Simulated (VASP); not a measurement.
**AlCo: relaxation of the atoms with r2SCAN**

The system is AlCo.

```xyz
2
Lattice="2.8214 0.0000 0.0000 0.0000 2.8214 0.0000 0.0000 0.0000 2.8214" Properties=species:S:1:pos:R:3 pbc="T T T"
Al    0.0000    0.0000    0.0000
Co    1.4107    1.4107    1.4107
```

The cell is a database's computed one.

```yaml
Program: VASP 6.6.1
Task: relaxation of the atoms
Functional: r2SCAN
Potentials_or_basis: VASP PAW PBE potentials, release 64 (Al, Co)
Cutoff: 600 eV
k_mesh: 14 × 14 × 14
Occupations: methfessel-paxton, width 0.1 eV
Spin: no spin polarisation
Further_INCAR_settings: ALGO = Normal; EDIFF = 1e-07; IBRION = 2; EDIFFG = -0.01; NSW = 40
```

```json
{
 "Pressure after relaxing": "-0.1 GPa",
 "Band gap on the k mesh": "none (metal or under the smearing width)"
}
```

Final structure:
```cif
data_structure
_symmetry_space_group_name_H-M 'P 1'
_symmetry_Int_Tables_number 1
_cell_length_a 2.8214
_cell_length_b 2.8214
_cell_length_c 2.8214
_cell_angle_alpha 90.000
_cell_angle_beta 90.000
_cell_angle_gamma 90.000
_cell_volume 22.46
loop_
_atom_site_label
_atom_site_type_symbol
_atom_site_fract_x
_atom_site_fract_y
_atom_site_fract_z
_atom_site_occupancy
Al1 Al 0.00000 0.00000 0.00000 1
Co1 Co 0.50000 0.50000 0.50000 1
```

Levels at points of the mesh, in eV from the Fermi level:
| k point | band 3 | band 4 | band 5 | band 6 | band 7 | band 8 | band 9 | band 10 |
| --- | --- | --- | --- | --- | --- | --- | --- | --- |
| (0.00, 0.00, 0.00) | -3.23 | -1.14 | -1.14 | -1.14 | 6.45 | 6.45 | 6.45 | 9.09 |
| (0.50, 0.00, 0.00) | -2.55 | -2.07 | -2.07 | -1.03 | 0.23 | 8.73 | 11.25 | 11.25 |
| (0.50, 0.50, 0.00) | -3.05 | -3.05 | -1.86 | -1.86 | -0.21 | 2.60 | 3.73 | 14.07 |
| (0.50, 0.50, 0.50) | -4.45 | -0.17 | -0.17 | 2.33 | 2.33 | 2.33 | 5.13 | 5.56 |

It took 31 s on 1 thread of Intel(R) Xeon(R) 6975P-C (Granite Rapids) (shared host), peak memory 0.17 GiB.

Caveat: the relaxation stopped at its first step, so nothing moved; the PAW data sets were made with another functional, which shifts forces and pressure a little. Spin polarisation is off, so any magnetic state and its effect on volume and gap are missing.
